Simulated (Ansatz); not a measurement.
**Ansatz 0.2.0, relaxation: TiPbO₃**

input.yaml:

```yaml
crystal:
  lattice:
    - [3.869606, 0.0, 0.0]
    - [0.0, 3.869606, 0.0]
    - [0.0, 0.0, 4.143807]
  atoms:
    - { symbol: Pb, position: [0.0, 0.0, 0.0] }
    - { symbol: Ti, position: [0.5, 0.5, 0.54], spin: 1, spin_axis: [0.0, 0.0, 1.0] }
    - { symbol: O, position: [0.5, 0.5, 0.118] }
    - { symbol: O, position: [0.5, 0.0, 0.621] }
    - { symbol: O, position: [0.0, 0.5, 0.621] }
  symmetry: { tolerance: 0.0003 }
kpoints:
  mp_grid: { grid: [6, 6, 4], shift: [0, 0, 0] }
magnetization:
  noncollinear: true
  spin_orbit: true
scf:
  occupations: { method: fermi_dirac }
  lower_state_search: "off"
hamiltonian:
  pseudopotentials: { kind: paw_fr }
  xc: r2scan
basis:
  ecutwfc: 500
  fft_grid_basis: typed
relax:
  max_steps: 80
  cell: { p_target: 0.0 }
output:
  forces: true
  stress: true
  eigenvalues: true
  bader: true
  populations: true
  elf: true
  write_potential: true
  volumetric_format: npy
  dos:
    e_range: [-12, 8]
    de: 0.05
    projected: { site_lists: { O: [O], Pb: [Pb], Ti: [Ti] } }
    method: { smearing: { sigma: 0.1, scheme: gaussian } }
  write_density: true
checkpoint:
  read: saved_state
```

The command:

```bash
ansatz run input.yaml --threads 2 --pin off --max-ram 2560MiB --backend cpu --events-out ev --progress --plain --runs-dir out
```

Origin of the cell: a database entry, scaled a little.

The smearing width isn't typed, so it takes its default of 0.1 eV.

The saved state is a converged single point of the same cell.

Steps («new basis» is an SCF on plane waves selected anew at the same cell):

| step | ΔF (meV/atom) | max force component (eV/Å) | P (GPa) | volume (Å³) | SCF iterations | step was |
| --- | --- | --- | --- | --- | --- | --- |
| 1 | 0.0 | 0.405 | 4.63 | 62.05 | 10 | accepted |
| 2 | -4.8 | 0.235 | 0.03 | 64.01 | 12 | accepted |
| 3 | -5.6 | 0.153 | -0.36 | 64.11 | 9 | accepted |
| 4 | -6.3 | 0.232 | -0.43 | 64.33 | 9 | accepted |
| 5 | -7.6 | 0.320 | -0.24 | 64.95 | 11 | accepted |
| 6 | -8.4 | 0.194 | -0.17 | 65.37 | 10 | accepted |
| 7 | -8.9 | 0.078 | 0.04 | 65.74 | 10 | accepted |
| 8 | -9.0 | 0.084 | -0.12 | 66.69 | 11 | accepted |
| 9 | -9.0 | 0.071 | -0.02 | 66.47 | 9 | accepted |
| 10 | -9.0 | 0.015 | -0.05 | 66.41 | 8 | accepted |
| 11 | -9.1 | 0.000 | 0.00 | 66.39 | 8 | accepted |
| 12 | -9.6 | 0.001 | 0.02 | 66.39 | 8 | new basis |
| 13 | -9.6 | 0.001 | 0.01 | 66.47 | 9 | accepted |
| 14 | -9.6 | 0.001 | 0.01 | 66.47 | 4 | new basis |

The starting structure.

Space group P4mm (No. 99); the run's cell has a = 3.870 Å, b = 3.870 Å, c = 4.144 Å, α = 90.00°, β = 90.00°, γ = 90.00°. Shortest distances: O–Ti 1.75 Å, O–Pb 2.49 Å, O–O 2.74 Å, Pb–Ti 3.33 Å.

After:

Space group P4mm (No. 99); the run's cell has a = 3.840 Å, b = 3.840 Å, c = 4.508 Å, α = 90.00°, β = 90.00°, γ = 90.00°. Shortest distances: O–Ti 1.74 Å, O–Pb 2.47 Å, O–O 2.72 Å, Pb–Ti 3.39 Å.

```
CELL_PARAMETERS angstrom
3.83988 0.00000 0.00000
0.00000 3.83988 0.00000
0.00000 0.00000 4.50828
ATOMIC_POSITIONS crystal
Pb 0.00000 0.00000 0.97420
Ti 0.50000 0.50000 0.52522
O 0.50000 0.50000 0.14001
O 0.50000 0.00000 0.63028
O 0.00000 0.50000 0.63028
```

```
Free energy lowered by  : 9.6 meV/atom
Volume change           : 7.13 %
Final pressure          : 0.01 GPa
Relaxation steps listed : 14
Gap on the mesh         : 2.13 eV
```

Caveats: a starting moment was lost; the relaxation held the start's symmetry, so the end may be a saddle point.

The run took 18 min on 2 threads of Arm Neoverse V1 (shared host), peak memory 0.94 GiB, from a saved density.
